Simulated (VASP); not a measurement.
# TiO₂: molecular dynamics with a thermostat

TiO₂, P3_121 (no. 152), 9 atoms in the cell. PBE, molecular dynamics; PAW potentials Ti, O (PBE set).

Ensemble: Nose-Hoover chain; Target temperature (K): 1600.

## Input

INCAR:
```
GGA      = PE             # functional
PREC     = Normal         # precision mode
ENCUT    = 400            # plane-wave cutoff, eV
EDIFF    = 1E-6           # SCF threshold, eV
NELMIN   = 4            
NELM     = 60             # most SCF steps
ALGO     = Normal         # electronic algorithm
LREAL    = Auto         
LASPH    = T              # aspherical terms in the spheres
ISMEAR   = 0              # smearing method
SIGMA    = 0.05           # smearing width, eV
ISYM     = 0            
LWAVE    = F              # write WAVECAR
LCHARG   = F              # write CHGCAR
IBRION   = 0              # ionic algorithm
NSW      = 60             # ionic steps
POTIM    = 1.0            # step
TEBEG    = 1600         
ISIF     = 2              # what is computed and relaxed
RANDOM_SEED= 186193 0 0   
MDALGO   = 4            
NHC_NCHAINS= 3            
NHC_PERIOD= 30           
KPAR     = 2             
```

KPOINTS:
```
k-points
0
Monkhorst-Pack
  2 2 2
```

POSCAR:
```
TiO2
1.0
    5.5822227355      0.0000000000      0.0000000000
   -2.7911113678      4.8343466985      0.0000000000
    0.0000000000      0.0000000000      6.0824678800
Ti O
3 6
Direct
    0.4669367500      0.0000000000      0.3333333333
    0.0000000000      0.4669367500      0.6666666667
    0.5330632500      0.5330632500      0.0000000000
    0.5810657200      0.8514331800      0.1206639333
    0.7296325400      0.1485668200      0.5460027333
    0.2703674600      0.4189342800      0.7873306000
    0.8514331800      0.5810657200      0.8793360667
    0.1485668200      0.7296325400      0.4539972667
    0.4189342800      0.2703674600      0.2126694000
```

Commands:
```
cat potpaw_PBE.64/Ti/POTCAR potpaw_PBE.64/O/POTCAR > POTCAR
mpirun -np 2 vasp_std > vasp.out
```

## Result

- Mean temperature (K): 1074
- Rise of the mean potential energy above the start (meV/atom): 102.7
- Electronic steps per ionic step after the first: 5.3

Course of the run:

| Time (fs) | Temperature (K) | Potential energy less the first (meV/atom) |
|---|---|---|
| 1 | 1603 | 0.0 |
| 6 | 1338 | 30.7 |
| 10 | 964 | 74.8 |
| 15 | 806 | 95.6 |
| 19 | 768 | 104.1 |
| 24 | 768 | 111.9 |
| 28 | 824 | 114.4 |
| 33 | 829 | 128.2 |
| 37 | 799 | 144.0 |
| 42 | 831 | 155.1 |
| 46 | 982 | 149.0 |
| 51 | 1388 | 116.5 |
| 55 | 1708 | 90.7 |
| 60 | 1865 | 83.6 |

REPORT:
```
MDALGO =   4
           NHC_NCHAINS =   3
            NHC_PERIOD =    30
            NHC_NRESPA =    1
                NHC_NS =  1
               SCALING =       0
                 CNEXP =     9.000   14.000
           RANDOM_SEED =            186193                0                0

   original number of atomic DOF:         24
   number of independent constraints:      0
   number of active DOF:                  24

========================================
         MD step No.       1
========================================

  Atomic velocities initialized by STEP_tb

  >Nose-Hoover_chains
                       xs       vs(fs^-1)
   nhc_s>   0.27852720E-06   0.11139924E-05
   nhc_s>  -0.13889371E-03  -0.55559413E-03
   nhc_s>  -0.13888889E-03  -0.55547839E-03

  >Energies
                    E_tot             E_pot             E_kin               EPS                ES
   e_b>   -0.77206375E+02   -0.78864231E+02    0.16578550E+01    0.38298680E-04   -0.37378489E-04

  >Temperature
               T_sim     T_inst
   tmprt>   1600.000   1603.208

           RANDOM_SEED =            186193               54                0

[... steps left out ...]

========================================
         MD step No.      60
========================================

  >Nose-Hoover_chains
                       xs       vs(fs^-1)
   nhc_s>  -0.51995069E+00  -0.41474376E-02
   nhc_s>   0.14917759E+01   0.51348839E-01
   nhc_s>  -0.21430156E+00   0.73474029E-01

  >Energies
                    E_tot             E_pot             E_kin               EPS                ES
   e_b>   -0.77203265E+02   -0.78111408E+02    0.19284083E+01    0.52415554E+00   -0.15444206E+01

  >Temperature
               T_sim     T_inst
   tmprt>   1600.000   1864.843

           RANDOM_SEED =            186193               54                0
```

OSZICAR:
```
N       E                     dE             d eps       ncg     rms          rms(c)
DAV:   1     0.557687745855E+03    0.55769E+03   -0.17201E+04   696   0.122E+03
DAV:   2     0.264852903033E+02   -0.53120E+03   -0.51902E+03  1028   0.331E+02
DAV:   3    -0.984852647216E+02   -0.12497E+03   -0.12451E+03   906   0.196E+02
DAV:   4    -0.103522385666E+03   -0.50371E+01   -0.50298E+01   944   0.479E+01
DAV:   5    -0.103651527586E+03   -0.12914E+00   -0.12902E+00   915   0.717E+00    0.611E+01
DAV:   6    -0.812368778248E+02    0.22415E+02   -0.22180E+02  1089   0.819E+01    0.202E+01
DAV:   7    -0.800056860789E+02    0.12312E+01   -0.54004E+01  1089   0.506E+01    0.210E+01
DAV:   8    -0.793278984426E+02    0.67779E+00   -0.17600E+01   852   0.284E+01    0.878E+00
DAV:   9    -0.788463570930E+02    0.48154E+00   -0.34848E+00   882   0.140E+01    0.483E-01
DAV:  10    -0.788672620687E+02   -0.20905E-01   -0.17246E-01   934   0.252E+00    0.539E-01
DAV:  11    -0.788649906214E+02    0.22714E-02   -0.46900E-02  1091   0.130E+00    0.333E-01
DAV:  12    -0.788642399642E+02    0.75066E-03   -0.43317E-03   985   0.487E-01    0.720E-02
[... left out ...]
[... last step whole ...]
       N       E                     dE             d eps       ncg     rms          rms(c)
DAV:   1    -0.781112586349E+02    0.44917E-02   -0.38299E-04  1293   0.416E+00    0.240E-02
DAV:   2    -0.781114124344E+02   -0.15380E-03   -0.16844E-03   716   0.324E-01    0.212E-02
DAV:   3    -0.781114108989E+02    0.15356E-05   -0.21668E-05   915   0.304E-02    0.166E-02
DAV:   4    -0.781114093548E+02    0.15441E-05   -0.32128E-06   659   0.144E-02    0.127E-02
DAV:   5    -0.781114082944E+02    0.10603E-05   -0.88739E-06   832   0.238E-02    0.437E-03
DAV:   6    -0.781114080480E+02    0.24638E-06   -0.14426E-06   521   0.121E-02
     60 T=  1865. E= -.77195439E+02 F= -.78111408E+02 E0= -.78111408E+02  EK= 0.19362E+01 SP= -.15E+01 SK= 0.52E+00
```

Limits: 60 fs of 9 atoms are too short for converged averages; the cell is only 4.8 Å across, so each atom moves in step with near copies of itself.

VASP 6.6.1 took 458 s on 2 cores (Intel Xeon Platinum 8259CL @ 2.50GHz (Skylake/Cascade Lake)), a shared host.
